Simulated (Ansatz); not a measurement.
KMgF3:

```
CELL_PARAMETERS angstrom
3.98590 0.00000 0.00000
0.00000 3.98590 0.00000
0.00000 0.00000 3.98590
ATOMIC_POSITIONS crystal
K 0.50000 0.50000 0.50000
Mg 0.00000 0.00000 0.00000
F 0.00000 0.00000 0.50000
F 0.00000 0.50000 0.00000
F 0.50000 0.00000 0.00000
```

Base run:

```yaml
Program: Ansatz 0.2.0
Functional: RPBE
Potentials_or_basis: Ansatz PAW
Cutoff: "420 eV (not typed: the program's choice for these potentials)"
k_mesh: 7 × 7 × 7
Occupations: fermi-dirac, width 0.05 eV
Spin: no spin polarisation
```

Its results: band gap on the k mesh 7.67 eV, indirect (least direct gap 7.96 eV); pressure 8.1 GPa.

After a change of settings the same cell gave: band gap on the k mesh 7.37 eV, indirect (least direct gap 7.66 eV); pressure 3.8 GPa. Which change was it?
A. functional from RPBE to PBE
B. functional from RPBE to PBEsol
C. functional from RPBE to LDA
D. functional from RPBE to BLYP

A.

PBE binds more tightly than RPBE, so the same cell stands under less pressure.

Caveats: odd divisions of the mesh miss points on the zone boundary, where band edges often lie, so the gap on the mesh can be too wide; the density of states is complete only up to the lowest level of the last band computed; the PAW data sets come from PBE, with cores solved anew for the run's functional, which leaves a small shift of forces and pressure (some runs).
